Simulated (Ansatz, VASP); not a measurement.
## One calculation of MgO, two programs

```xyz
2
Lattice="3.2685 0.0000 0.0000 -1.6343 2.8306 0.0000 0.0000 0.0000 2.6797" Properties=species:S:1:pos:R:3 pbc="T T T"
Mg    0.0000    0.0000    0.0000
O     0.0000    1.8871    1.3398
```

Change from the starting cell: strain +0.1125 x Voigt [1, 1, 0, 0, 0, 0], atoms carried along.

Alike in both runs: task single point; functional PBEsol; k mesh 9 × 9 × 8; occupations gaussian, width 0.05 eV; no spin polarisation.

|  | VASP | Ansatz |
| --- | --- | --- |
| version | VASP 6.6.1 | Ansatz 0.2.0 |
| potentials or method | VASP PAW PBE potentials, release 64 (Mg, O) | scalar-relativistic, plane waves, PAW |
| plane-wave cutoff (eV) | 520 | 420 |
| valence electrons in the cell | 8 | 16 |

Ansatz gave:

```
gap on the k mesh at the Fermi level (eV)       : 0.82
least direct gap on the mesh (eV)               : 1.03
pressure (GPa)                                  : -19.3
largest component of the traceless stress (GPa) : 23.52
```

Q: Estimate VASP's values.

A: gap on the k mesh at the Fermi level (eV): 0.81; least direct gap on the mesh (eV): 1.02; pressure (GPa): -19.7; largest component of the traceless stress (GPa): 23.57.

With one functional, cell and mesh, what is left measures potentials, basis and numerics. The two sets of potentials don't hold the same shells in valence.

Caveats: so large a pressure means that the cell lies far from this level's equilibrium, or that cutoff or potentials fall short (VASP); the potentials were made for another functional, which shifts forces and pressure (VASP); an odd mesh through Γ misses points on the zone boundary, where band edges often lie.
